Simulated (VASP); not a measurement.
# TePb (Pm-3m) in VASP: a series of runs

Aim: see how the results for TePb move with the level of theory and the settings. Levels: PBE, PBEsol. Tasks: relaxation of cell and atoms.

All numbers are computed with VASP 6.6.1; they aren't measurements. Logs are shortened: lines on timing, memory, paths and dates and some standing lists are left out, and cuts for length are marked.

## Step 1: The structure

Symmetry: Pm-3m, No. 221, cubic system. The conventional cell has a = 4.002 Å, b = 4.002 Å, c = 4.002 Å, α = 90.00°, β = 90.00°, γ = 90.00°. Around Te (site symmetry m-3m) lie 8 Pb at 3.47 Å. Pb (site symmetry m-3m) has 8 Te at 3.47 Å as nearest neighbours.

Measurements of this composition are mostly on another form, of space group No. 225.

## Step 2: Relaxation of cell and atoms, PBE, target pressure 17.6 GPa, at which the enthalpy is minimised

Input file INCAR:

```
PREC = Accurate
ENCUT = 600
EDIFF = 1E-6
ISMEAR = 0
SIGMA = 0.03
LREAL = F
LASPH = T
NELM = 80
ALGO = Normal
ISIF = 3
LWAVE = F
LCHARG = F
GGA = PE
IBRION = 2
NSW = 90
EDIFFG = -0.01
PSTRESS = 176.0
```

Input file KPOINTS:

```
Automatic mesh
0
Gamma
  8 8 8
```

Input file POSCAR:

```
TePb
1.0
    4.0022870000      0.0000000000      0.0000000000
    0.0000000000      4.0022870000      0.0000000000
    0.0000000000      0.0000000000      4.0022870000
Te Pb
1 1
Direct
    0.5000000000      0.5000000000      0.5000000000
    0.0000000000      0.0000000000      0.0000000000
```

Potentials or basis: VASP PAW PBE potentials, release 64 (Te, Pb_d).

Started as:

```console
cat potpaw_PBE.64/Te/POTCAR potpaw_PBE.64/Pb_d/POTCAR > POTCAR
mpirun -np 1 vasp_std > vasp.out
```

OUTCAR:

```text
PREC = Accurate
   ENCUT = 600
   EDIFF = 1E-6
   ISMEAR = 0
   LREAL = F
   LASPH = T
   NELM = 80
   ISIF = 3
   GGA = PE
   IBRION = 2
   NSW = 90
   EDIFFG = -0.01
   PSTRESS = 176.0

 ion  position               nearest neighbor table
   1  0.500  0.500  0.500-   2 3.47   2 3.47   2 3.47   2 3.47   2 3.47   2 3.47   2 3.47   2 3.47

   2  0.000  0.000  0.000-   1 3.47   1 3.47   1 3.47   1 3.47   1 3.47   1 3.47   1 3.47   1 3.47

  LATTYP: Found a simple cubic cell.
 ALAT       =     4.0022870000

  Lattice vectors:

 A1 = (   4.0022870000,   0.0000000000,   0.0000000000)
 A2 = (   0.0000000000,   4.0022870000,   0.0000000000)
 A3 = (   0.0000000000,   0.0000000000,   4.0022870000)

Analysis of symmetry for initial positions (statically):
=====================================================================
 Subroutine PRICEL returns:
 Original cell was already a primitive cell.

 Routine SETGRP: Setting up the symmetry group for a
 simple cubic supercell.

 Subroutine GETGRP returns: Found 48 space group operations
 (whereof 48 operations were pure point group operations)
 out of a pool of 48 trial point group operations.

The static configuration has the point symmetry O_h .

Analysis of symmetry for dynamics (positions and initial velocities):
=====================================================================
 Subroutine PRICEL returns:
 Original cell was already a primitive cell.

 Routine SETGRP: Setting up the symmetry group for a
 simple cubic supercell.

 Subroutine GETGRP returns: Found 48 space group operations
 (whereof 48 operations were pure point group operations)
 out of a pool of 48 trial point group operations.

The dynamic configuration has the point symmetry O_h .

 Subroutine INISYM returns: Found 48 space group operations
 (whereof 48 operations are pure point group operations),
 and found     1 'primitive' translations

----------------------------------------------------------------------------------------

                                     Primitive cell

  volume of cell :      64.1098

  direct lattice vectors                    reciprocal lattice vectors
     4.002287000  0.000000000  0.000000000     0.249857144  0.000000000  0.000000000
     0.000000000  4.002287000  0.000000000     0.000000000  0.249857144  0.000000000
     0.000000000  0.000000000  4.002287000     0.000000000  0.000000000  0.249857144

  length of vectors
     4.002287000  4.002287000  4.002287000     0.249857144  0.249857144  0.249857144

  position of ions in fractional coordinates (direct lattice)
     0.500000000  0.500000000  0.500000000
     0.000000000  0.000000000  0.000000000

  ion indices of the primitive-cell ions
   primitive index   ion index
                 1           1
                 2           2

----------------------------------------------------------------------------------------

 KPOINTS: Automatic mesh

Automatic generation of k-mesh.
 Grid dimensions read from file:
 generate k-points for:    8    8    8

 Generating k-lattice:

  Cartesian coordinates                     Fractional coordinates (reciprocal lattice)
     0.031232143  0.000000000  0.000000000     0.125000000  0.000000000  0.000000000
     0.000000000  0.031232143  0.000000000     0.000000000  0.125000000  0.000000000
     0.000000000  0.000000000  0.031232143     0.000000000  0.000000000  0.125000000

  Length of vectors
     0.031232143  0.031232143  0.031232143

  Shift w.r.t. Gamma in fractional coordinates (k-lattice)
     0.000000000  0.000000000  0.000000000

 Subroutine IBZKPT returns following result:
 ===========================================

 Found     35 irreducible k-points:

 Following reciprocal coordinates:
            Coordinates               Weight
  0.000000  0.000000  0.000000      1.000000
  0.125000  0.000000  0.000000      6.000000
  0.250000  0.000000  0.000000      6.000000
  0.375000  0.000000  0.000000      6.000000
  0.500000  0.000000  0.000000      3.000000
  0.125000  0.125000  0.000000     12.000000
[... 16 lines left out ...]
  0.375000  0.375000  0.125000     24.000000
  0.500000  0.375000  0.125000     24.000000
 [... further k-points ...]
   k-points           NKPTS =     35   k-points in BZ     NKDIM =     35   number of bands    NBANDS=     14
   number of dos      NEDOS =    301   number of ions     NIONS =      2
   total plane-waves  NPLWV =  32768
   dimension x,y,z NGX =    32 NGY =   32 NGZ =   32
   dimension x,y,z NGXF=    64 NGYF=   64 NGZF=   64
   ions per type =               1   1
   NGX,Y,Z   is equivalent  to a cutoff of  13.29, 13.29, 13.29 a.u.
   NGXF,Y,Z  is equivalent  to a cutoff of  26.58, 26.58, 26.58 a.u.
 SYSTEM =  unknown system
   PREC   = accura    normal or accurate (medium, high low for compatibility)
   ISTART =      0    job   : 0-new  1-cont  2-samecut
   ICHARG =      2    charge: 1-file 2-atom 10-const
   ISPIN  =      1    spin polarized calculation?
   LNONCOLLINEAR =      F non collinear calculations
   LSORBIT =      F    spin-orbit coupling
   LASPH  =      T    aspherical Exc in radial PAW
   ENCUT  =  600.0 eV  44.10 Ry    6.64 a.u.   7.99  7.99  7.99*2*pi/ulx,y,z
   NELM   =     80;   NELMIN=  2; NELMDL= -5     # of ELM steps
   EDIFF  = 0.1E-05   stopping-criterion for ELM
   LREAL  =      F    real-space projection
   EDIFFG = -.1E-01   stopping-criterion for IOM
   NSW    =     90    number of steps for IOM
   IBRION =      2    ionic relax: 0-MD 1-quasi-New 2-CG
   NFREE  =      1    steps in history (QN), initial steepest desc. (CG)
   ISIF   =      3    stress and relaxation
   ISYM   =      2    0-nonsym 1-usesym 2-fastsym
   POTIM  = 0.5000    time-step for ionic-motion
   TEBEG  =    0.0;   TEEND  =   0.0 temperature during run
   PSTRESS=  176.0 pullay stress
   NELECT =      20.0000    total number of electrons
   NUPDOWN=      -1.0000    fix difference up-down
   EMIN   =  10.00;   EMAX   =-10.00  energy-range for DOS
   EFERMI =   0.00;   METHOD = LEGACY
   ISMEAR =     0;   SIGMA  =   0.03  broadening in eV -4-tet -1-fermi 0-gaus
   EFERMI_NEDOS =   21; number of points for ismear=-14 and -15
   IALGO  =     38    algorithm
   IMIX   =      4    mixing-type and parameters
     AMIX     =   0.40;   BMIX     =  1.00
     AMIX_MAG =   1.60;   BMIX_MAG =  1.00
  volume/ion in A,a.u.               =      32.05       216.32
  Fermi-wavevector in a.u.,A,eV,Ry     =   1.110307  2.098177 16.773027  1.232783
  Thomas-Fermi vector in A             =   2.246857
   LORBIT       =      0    0 simple, 1 ext, 2 COOP (PROOUT), +10 PAW based schemes
   GGA     = PE    functional components
   LHFCALC =     F    Hartree Fock is set to
   AEXX    =    0.0000 exact exchange contribution
   IVDW    =     0    specifies the selected vdW correction
   LEPSILON=     F    determine dielectric tensor
   LRPA    =     F    only Hartree local field effects (RPA)
 conjugate gradient relaxation of ions
 non-spin polarized calculation
 Gauss-broadening in eV      SIGMA  =   0.03
  energy-cutoff  :      600.00
  volume of cell :       64.11
 maximum number of plane-waves:      2176
 NGX is ok and might be reduce to    32
   NGX = 15   NGY = 15   NGZ = 15

--------------------------------------- Ionic step        1  -------------------------------------------

 number of electron      20.0000004 magnetization

 Free energy of the ion-electron system (eV)
  ---------------------------------------------------
  ext. energy  EPLUGINS =         0.00000000
  ---------------------------------------------------
  free energy    TOTEN  =        -7.06536991 eV

  energy without entropy =       -7.06476619  energy(sigma->0) =       -7.06506805

 E-fermi :   6.4181     XC(G=0):  -9.6817

 val. band max:        6.3310676037   @ k =   0.2500   0.1250   0.1250
 cond. band min:       6.4239940996   @ k =   0.5000   0.2500   0.0000
 fundamental gap:      0.0929264959
 Fermi energy:         6.4181264796

 k-point     1 :       0.0000    0.0000    0.0000
  band No.  band energies     occupation
      1     -10.7887      2.00000
      2     -10.7887      2.00000
      3     -10.7055      2.00000
      4     -10.7055      2.00000
      5     -10.7055      2.00000
      6      -5.7665      2.00000
      7      -0.3949      2.00000
      8       4.8270      2.00000
      9       4.8270      2.00000
     10       4.8270      2.00000
     11      10.4005      0.00000
     12      10.4005      0.00000
     13      11.6241      0.00000
     14      11.6241      0.00000
[... 951 lines left out ...]
  FREE ENERGIE OF THE ION-ELECTRON SYSTEM (eV)
  ---------------------------------------------------
  free  energy   TOTEN  =        -6.4728049122 eV

  energy  without entropy=       -6.4725155062  energy(sigma->0) =       -6.47266021

  enthalpy is  TOTEN    =        -0.9917730250 eV   P V=        5.4810318872

--------------------------------------- Ionic step        5  -------------------------------------------

 number of electron      20.0000004 magnetization

 Free energy of the ion-electron system (eV)
  ---------------------------------------------------
  ext. energy  EPLUGINS =         0.00000000
  ---------------------------------------------------
  free energy    TOTEN  =        -6.44141669 eV

  energy without entropy =       -6.44114894  energy(sigma->0) =       -6.44128282

 E-fermi :   9.5445     XC(G=0): -10.9151

 val. band max:        9.5120970360   @ k =   0.5000   0.0000   0.0000
 cond. band min:       9.5726041202   @ k =   0.5000   0.1250   0.0000
 fundamental gap:      0.0605070842
 Fermi energy:         9.5444814665

 k-point     1 :       0.0000    0.0000    0.0000
  band No.  band energies     occupation
      1      -7.4761      2.00000
      2      -7.4761      2.00000
      3      -7.2895      2.00000
      4      -7.2895      2.00000
      5      -7.2895      2.00000
      6      -4.4702      2.00000
      7       3.8297      2.00000
      8       7.4453      2.00000
      9       7.4453      2.00000
     10       7.4453      2.00000
     11      13.2853      0.00000
     12      13.2853      0.00000
     13      16.8428      0.00000
     14      16.8428      0.00000
[... 413 lines left out ...]
 POSITION                                       TOTAL-FORCE (eV/Angst)
 -----------------------------------------------------------------------------------
      1.83715      1.83715      1.83715         0.000000      0.000000      0.000000
      0.00000      0.00000      0.00000        -0.000000     -0.000000      0.000000
 -----------------------------------------------------------------------------------
    total drift:                                0.000000      0.000000      0.000000

  FREE ENERGIE OF THE ION-ELECTRON SYSTEM (eV)
  ---------------------------------------------------
  free  energy   TOTEN  =        -6.4414166897 eV

  energy  without entropy=       -6.4411489447  energy(sigma->0) =       -6.44128282

  enthalpy is  TOTEN    =        -0.9923376572 eV   P V=        5.4490790326

 reached required accuracy - stopping structural energy minimisation
```

Run time: 38 s. Hardware: 1 thread of Intel Xeon 6975P-C (Granite Rapids), shared host; peak memory 0.21 GiB.

Results:

* Free energy: -6.4414 eV
* Relaxed volume: 24.80 Å³/atom
* Relaxed cell: a = 3.674 Å, b = 3.674 Å, c = 3.674 Å, α = 90.00°, β = 90.00°, γ = 90.00°
* Space group after relaxing (to 0.05 Å): Pm-3m (No. 221)
* Energy change on relaxing (the enthalpy is what falls): +312.0 meV/atom
* Ionic steps: 5
* Pressure after relaxing: 17.6 GPa
* Band gap on the k mesh: none (metal or under the smearing width)

The path:
```
step  energy change (eV)  largest force (eV/Å)  pressure (GPa)  volume (Å³)
   1              0.0000                0.0000            0.05        64.11
   2              3.9754                0.0000           79.87        36.74
   3              0.5266                0.0000           15.58        50.55
   4              0.5926                0.0000           16.96        49.90
   5              0.6240                0.0000           17.63        49.60
```

Final structure:
```
Te Pb
1.0
     3.67429    0.00000    0.00000
     0.00000    3.67429    0.00000
     0.00000    0.00000    3.67429
Te Pb
1 1
Direct
  0.50000 0.50000 0.50000
  0.00000 0.00000 0.00000
```

Levels at points of the mesh, in eV from the Fermi level:
```csv
k point,band 7,band 8,band 9,band 10,band 11,band 12,band 13,band 14
"(0.00, 0.00, 0.00)",-5.71,-2.10,-2.10,-2.10,3.74,3.74,7.30,7.30
"(0.50, 0.00, 0.00)",-10.13,-0.03,-0.03,0.03,0.81,2.72,2.72,4.90
"(0.50, 0.50, 0.00)",-8.02,-5.89,-5.89,0.43,4.57,4.62,4.62,6.69
"(0.50, 0.50, 0.50)",-6.66,-3.27,-3.27,-3.27,-1.75,-1.75,-1.75,16.48
```

Caveat: the cell is relaxed towards a set pressure, so the enthalpy falls and the energy may rise; the volume moved by over 15 % at a fixed basis, so the end points are rough. The run has no spin-orbit coupling, so splittings on Pb, Te are missing.

## Step 3: Relaxation of cell and atoms, PBE, target pressure 17.6 GPa, at which the enthalpy is minimised

This run uses another cell than the first one, of 24.80 Å³/atom, 0.774 times its volume.

Changes to INCAR since step 2:

```diff
@@ -2,3 +2,3 @@
 ENCUT = 600
-EDIFF = 1E-6
+EDIFF = 1E-7
 ISMEAR = 0
@@ -15,3 +15,3 @@
 NSW = 90
-EDIFFG = -0.01
+EDIFFG = -0.005
 PSTRESS = 176.0
```

KPOINTS is that of step 2.

Input file POSCAR:

```
TePb                                    
1.0
    3.6742920560      0.0000000000      0.0000000000
    0.0000000000      3.6742920560      0.0000000000
    0.0000000000     -0.0000000000      3.6742920560
  Te              Pb            
     1     1
Direct
     0.5000000000000000    0.5000000000000000    0.5000000000000000
     0.0000000000000000    0.0000000000000000    0.0000000000000000
```

Potentials or basis: VASP PAW PBE potentials, release 64 (Te, Pb_d).

Started as:

```console
cat potpaw_PBE.64/Te/POTCAR potpaw_PBE.64/Pb_d/POTCAR > POTCAR
mpirun -np 1 vasp_std > vasp.out
```

It took 11 s on 1 thread of Intel Xeon 6975P-C (Granite Rapids), shared host; peak memory 0.18 GiB.

The run converged. Its results:

```yaml
Free_energy: -6.4409 eV
Pressure_after_relaxing: 17.6 GPa
Band_gap_on_the_k_mesh: none (metal or under the smearing width)
```

Final structure:
```xyz
2
Lattice="3.6743 0.0000 0.0000 0.0000 3.6743 0.0000 0.0000 0.0000 3.6743" Properties=species:S:1:pos:R:3 pbc="T T T"
Te    1.8371    1.8371    1.8371
Pb    0.0000    0.0000    0.0000
```

Levels at points of the mesh, in eV from the Fermi level:
```
           k point  band 7  band 8  band 9  band 10  band 11  band 12  band 13  band 14
(0.00, 0.00, 0.00)   -5.71   -2.10   -2.10    -2.10     3.74     3.74     7.30     7.30
(0.50, 0.00, 0.00)  -10.13   -0.03   -0.03     0.03     0.81     2.72     2.72     4.90
(0.50, 0.50, 0.00)   -8.02   -5.89   -5.89     0.43     4.57     4.62     4.62     6.69
(0.50, 0.50, 0.50)   -6.66   -3.27   -3.27    -3.27    -1.75    -1.75    -1.75    16.48
```

Caveat: the relaxation stopped at its first step, so nothing moved; the cell is relaxed towards a set pressure, so the enthalpy falls and the energy may rise. The run has no spin-orbit coupling, so splittings on Pb, Te are missing.

## Step 4: Relaxation of cell and atoms, PBEsol

Input file INCAR:

```
SYSTEM = TePb
PREC = Accurate
ENCUT = 600
EDIFF = 1E-6
ISMEAR = 0
SIGMA = 0.03
LREAL = .FALSE.
LASPH = .TRUE.
NELM = 80
ALGO = Normal
ISIF = 3
LWAVE = .FALSE.
LCHARG = .FALSE.
GGA = PS
IBRION = 2
NSW = 90
EDIFFG = -0.01
```

Input file KPOINTS:

```
regular mesh
0
G
  8 8 8
  0 0 0
```

Input file POSCAR:

```
TePb
1.0
    4.0022870000      0.0000000000      0.0000000000
    0.0000000000      4.0022870000      0.0000000000
    0.0000000000      0.0000000000      4.0022870000
Te Pb
1 1
Direct
    0.5000000000      0.5000000000      0.5000000000
    0.0000000000      0.0000000000      0.0000000000
```

Started as:

```console
cat potpaw_PBE.64/Te/POTCAR potpaw_PBE.64/Pb_d/POTCAR > POTCAR
mpirun -np 1 vasp_std > vasp.out
```

Run time: 21 s. Hardware: 1 thread of Intel Xeon 6975P-C (Granite Rapids), shared host; peak memory 0.21 GiB.

The run converged. Its results:

```yaml
Free_energy: -7.8695 eV
Relaxed_volume: 29.83 Å³/atom
Relaxed_cell: a = 3.907 Å, b = 3.907 Å, c = 3.907 Å, α = 90.00°, β = 90.00°, γ = 90.00°
Space_group_after_relaxing_to_0.05_Å: Pm-3m (No. 221)
Energy_gained_by_relaxing: 18.4 meV/atom
Ionic_steps: 3
Pressure_after_relaxing: 0.0 GPa
Band_gap_on_the_k_mesh: none (metal or under the smearing width)
```

Step by step:
| step | energy change (eV) | largest force (eV/Å) | pressure (GPa) | volume (Å³) |
| --- | --- | --- | --- | --- |
| 1 | 0.0000 | 0.0000 | -2.59 | 64.11 |
| 2 | -0.0366 | 0.0000 | 0.14 | 59.43 |
| 3 | -0.0367 | 0.0000 | -0.01 | 59.65 |

Final structure:
```yaml
crystal:
  lattice:
    - [3.90729, 0.00000, 0.00000]
    - [0.00000, 3.90729, 0.00000]
    - [0.00000, 0.00000, 3.90729]
  atoms:
    - { symbol: Te, position: [0.50000, 0.50000, 0.50000] }
    - { symbol: Pb, position: [0.00000, 0.00000, 0.00000] }
```

Levels at points of the mesh, in eV from the Fermi level:
```
           k point  band 6  band 7  band 8  band 9  band 10  band 11  band 12  band 13  band 14
(0.00, 0.00, 0.00)  -12.69   -6.58   -1.75   -1.75    -1.75     3.85     3.85     5.71     5.71
(0.50, 0.00, 0.00)  -11.17   -9.35   -0.65   -0.17    -0.17     0.23     2.38     2.38     5.16
(0.50, 0.50, 0.00)  -10.28   -7.97   -4.84   -4.84     0.23     3.74     3.90     3.90     6.10
(0.50, 0.50, 0.50)   -9.85   -7.07   -2.74   -2.74    -2.74    -1.30    -1.30    -1.30    14.25
```

Caveat: the PAW data sets were made with another functional, which shifts forces and pressure a little. The run has no spin-orbit coupling, so splittings on Pb, Te are missing.

## Step 5: Relaxation of cell and atoms, PBEsol

This run uses another cell than the first one, of 29.83 Å³/atom, 0.930 times its volume.

Changes to INCAR since step 4:

```diff
@@ -3,3 +3,3 @@
 ENCUT = 600
-EDIFF = 1E-6
+EDIFF = 1E-7
 ISMEAR = 0
@@ -16,2 +16,2 @@
 NSW = 90
-EDIFFG = -0.01
+EDIFFG = -0.005
```

KPOINTS is that of step 4.

Input file POSCAR:

```
TePb                                    
1.0
    3.9072920348      0.0000000000      0.0000000000
    0.0000000000      3.9072920348      0.0000000000
    0.0000000000     -0.0000000000      3.9072920348
  Te              Pb            
     1     1
Direct
     0.5000000000000000    0.5000000000000000    0.5000000000000000
     0.0000000000000000    0.0000000000000000    0.0000000000000000
```

Started as:

```console
cat potpaw_PBE.64/Te/POTCAR potpaw_PBE.64/Pb_d/POTCAR > POTCAR
mpirun -np 1 vasp_std > vasp.out
```

It took 9.9 s on 1 thread of Intel Xeon 6975P-C (Granite Rapids), shared host; peak memory 0.19 GiB.

Results (log left out):

```yaml
Free_energy: -7.8693 eV
Pressure_after_relaxing: 0.0 GPa
Band_gap_on_the_k_mesh: none (metal or under the smearing width)
```

Final structure:
```yaml
crystal:
  lattice:
    - [3.90729, 0.00000, 0.00000]
    - [0.00000, 3.90729, 0.00000]
    - [0.00000, 0.00000, 3.90729]
  atoms:
    - { symbol: Te, position: [0.50000, 0.50000, 0.50000] }
    - { symbol: Pb, position: [0.00000, 0.00000, 0.00000] }
```

Levels at points of the mesh, in eV from the Fermi level:
```
           k point  band 7  band 8  band 9  band 10  band 11  band 12  band 13  band 14
(0.00, 0.00, 0.00)   -6.58   -1.75   -1.75    -1.75     3.85     3.85     5.71     5.71
(0.50, 0.00, 0.00)   -9.35   -0.65   -0.17    -0.17     0.23     2.38     2.38     5.16
(0.50, 0.50, 0.00)   -7.97   -4.84   -4.84     0.23     3.74     3.90     3.90     6.10
(0.50, 0.50, 0.50)   -7.07   -2.74   -2.74    -2.74    -1.30    -1.30    -1.30    14.25
```

Caveat: the relaxation stopped at its first step, so nothing moved; the PAW data sets were made with another functional, which shifts forces and pressure a little. The run has no spin-orbit coupling, so splittings on Pb, Te are missing.
